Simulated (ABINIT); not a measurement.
AlN:

```
Al N
1.0
     0.00000    2.18399    2.18399
     2.18399    0.00000    2.18399
     2.18399    2.18399    0.00000
Al N
1 1
Cartesian
  0.0000 0.0000 0.0000
  1.0920 1.0920 1.0920
```

Measurements of this composition are mostly on another form, of space group No. 186.

Base run:

| Item | Value |
| --- | --- |
| Program | ABINIT 10.8.3 (patched build) |
| Functional | PBE |
| Potentials or basis | PseudoDojo NC SR PBE v0.4 stringent |
| Cutoff | 1143 eV |
| k mesh | 10 × 10 × 10 |
| Occupations | fermi-dirac, width 0.05 eV |
| Spin | no spin polarisation |

Its results: band gap on the k mesh 3.32 eV, indirect (least direct gap 4.19 eV); pressure 4.5 GPa.

Problem. The run is repeated on the same cell with these changes: functional from PBE to r2SCAN; potentials or basis from PseudoDojo NC SR PBE v0.4 stringent to JTH PAW LDA v2.0; cutoff from 1143 eV to 816 eV. What comes out?

Solution. Band gap on the k mesh 3.90 eV, indirect (least direct gap 4.82 eV); pressure 1.4 GPa.

Caveats: the PAW data sets were made with another functional, which shifts forces and pressure a little (some runs).
